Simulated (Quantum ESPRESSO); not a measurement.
# ZrN: single point with PBE

ZrN:

```xyz
2
Lattice="0.0000 2.3000 2.3000 2.3000 0.0000 2.3000 2.3000 2.3000 0.0000" Properties=species:S:1:pos:R:3 pbc="T T T"
Zr    2.3000    2.3000    2.3000
N     0.0000    0.0000    0.0000
```

```
Program             : Quantum ESPRESSO 7.5
Task                : single point
Functional          : PBE
Potentials or basis : SG15 PBE 1.2
Cutoff              : 952 eV
Density cutoff      : 3810 eV
k mesh              : 8 × 8 × 8
Occupations         : fermi-dirac, width 0.05 eV
Spin                : no spin polarisation
Mixing beta         : 0.5
Most SCF iterations : 120
SCF threshold       : 4e-10 Ry
```

- Band gap on the k mesh: none (metal or under the smearing width)

Levels at points of the mesh, in eV from the Fermi level:
| k point | band 6 | band 7 | band 8 | band 9 | band 10 | band 11 | band 12 | band 13 |
| --- | --- | --- | --- | --- | --- | --- | --- | --- |
| (0.00, 0.00, 0.00) | -2.64 | -2.64 | -2.64 | -0.40 | -0.40 | -0.40 | 1.56 | 1.56 |
| (0.00, 0.00, -0.50) | -7.62 | -5.65 | -5.65 | 2.96 | 3.02 | 3.02 | 4.74 | 7.59 |
| (0.00, -0.50, -0.50) | -4.58 | -3.44 | -3.16 | -3.16 | 3.32 | 4.45 | 4.45 | 4.84 |

Wall time 6.5 s on 2 MPI ranks on Intel(R) Xeon(R) Platinum 8375C CPU @ 2.90GHz (Ice Lake), with other jobs on the host, peak memory 0.12 GiB a rank.
